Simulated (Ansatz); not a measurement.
# Si: scans of the energy surface

An exercise on one series of results from a longer session: the logs are not shown, and one member is left open.

Program: Ansatz 0.2.0. Level of theory: DFT LDA, scalar-relativistic, plane waves, PAW. These are calculated values, not measurements.

## The structure to begin with

Symmetry: I4/mmm, No. 139, tetragonal system. The conventional cell has a = 6.651 Å, b = 6.651 Å, c = 3.845 Å, α = 90.00°, β = 90.00°, γ = 90.00°. Si (site symmetry m2m) has 4 Si at 2.34 to 2.38 Å in its first shell of neighbours.

As a file:

```xyz
4
Lattice="-3.3254 3.3254 1.9224 3.3254 -3.3254 1.9224 3.3254 3.3254 -1.9224" Properties=species:S:1:pos:R:3 pbc="T T T"
Si    1.1892    1.1892    0.0000
Si    2.1363    2.1363    1.9224
Si    2.1363   -2.1363    1.9224
Si   -2.1363    2.1363    1.9224
```

It goes back to an entry of the Materials Project, which need not be the stable form.

The cell is taken as given, not relaxed at this level.

## Zero of energy

The reference gives a free energy of -2434.1268 eV, pressure -1.85 GPa, largest force 0.024 eV/Å and gap on the mesh 0.15 eV. It was computed beforehand with the settings of the runs below.

Set-up of the first run:

At fixed volume and fractional coordinates, lengths along (0.000, 0.000, 1.000) are scaled against those across it; ρ is that ratio over its starting value.

input.yaml reads:

```yaml
crystal:
  lattice:
    - [-3.5105624357, 3.5105624357, 1.7249895509]
    - [3.5105624357, -3.5105624357, 1.7249895509]
    - [3.5105624357, 3.5105624357, -1.7249895509]
  atoms:
    - { symbol: Si, position: [0.17880106, 0.17880106, 0.35760212] }
    - { symbol: Si, position: [0.82119894, 0.82119894, 0.64239788] }
    - { symbol: Si, position: [0.17880106, 0.82119894, 0.0] }
    - { symbol: Si, position: [0.82119894, 0.17880106, 0.0] }
basis:
  ecutwfc: 420
kpoints:
  mp_grid: { grid: [12, 12, 12] }
hamiltonian:
  xc: lda
scf:
  occupations: { method: gaussian, width: 0.03 }
output:
  forces: true
  stress: true
  eigenvalues: true
```

Launch:

```console
$ ansatz run input.yaml --threads 1 --pin off --max-ram 2560MiB --backend cpu --events-out ev --progress --plain --runs-dir out
```

Steps of the session up to this table: Point ρ = 0.850; ρ = 1.200; Point ρ = 0.920; ρ = 1.100; At ρ = 0.960; At ρ = 1.050; Point ρ = 0.800; Point ρ = 1.300.

One table of the session follows, with a row left open; its other results are not shown here.

Collected from the runs (energy zero: the undisturbed cell):

| ρ | ΔE (meV/atom) | pressure (GPa) | gap on the mesh (eV) |
| --- | --- | --- | --- |
| 0.800 | 370.2 | 2.4 | 0.00 |
| 0.850 | 200.6 | 0.8 | 0.00 |
| 0.920 | 52.1 | -1.0 | 0.00 |
| 0.960 | ? | ? | ? |
| 1.000 | 0.0 | -1.8 | 0.15 |
| 1.050 | 18.8 | -1.8 | 0.00 |
| 1.100 | 68.1 | -1.4 | 0.00 |
| 1.200 | 233.9 | 0.4 | 0.00 |
| 1.300 | 460.3 | 3.2 | 0.00 |

Estimate the missing values for ρ = 0.960.

Worked estimate for «ΔE (meV/atom)». A straight line through the neighbours (0.920, 52.1) and (1.000, 0.0) gives 52.1 + (0.0 − 52.1) × (0.960 − 0.920) / (1.000 − 0.920) = 26.1; a parabola fitted to 4 rows on both sides gives 11.3.

The run gave: ΔE (meV/atom): 12.0; pressure (GPa): -1.6; gap on the mesh (eV): 0.10. In «ΔE (meV/atom)» the line misses by +14.1 and the parabola by -0.7.
